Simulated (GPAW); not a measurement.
The system is MoS2.

```
Mo S
1.0
     3.56395    0.00000    0.00000
    -1.78197    3.08647    0.00000
     0.00000    0.00000    5.74939
Mo S
1 2
Direct
  0.00000 0.00000 0.00000
  0.33333 0.66667 0.25200
  0.66667 0.33333 0.74800
```

Measurements of this composition are mostly on another form, of space group No. 194.

Base run:

| Quantity | Value |
| --- | --- |
| Program | GPAW 26.7.0 |
| Functional | PBEsol |
| Potentials or basis | PAW data sets generated in the run's folder for this functional |
| Cutoff | 600 eV |
| Basis | pw |
| k mesh | 6 × 6 × 4 |
| Occupations | gaussian, width 0.05 eV |
| Spin | collinear spin, ferromagnetic start |
| Starting moments | [1.0, 0.0, 0.0] μB |
| Hubbard terms | Mo d U = 7 eV |

Its results: pressure 3.6 GPa; site moments Mo +2.88; S -0.21 μB; largest force 0.538 eV/Å.

The run is repeated on the same cell with these changes: moments at the start from [1.0, 0.0, 0.0] to [4.0, 0.0, 0.0]; fixed moment from none to 4 μB. What comes out?

Pressure 6.1 GPa; site moments Mo +2.88; S +0.25 μB; largest force 0.386 eV/Å.

Caveats: this functional lacks dispersion, which binds the layers, so the pressure and a relaxed spacing across them are unreliable; the total moment is fixed, so each spin has its own Fermi level (some runs).
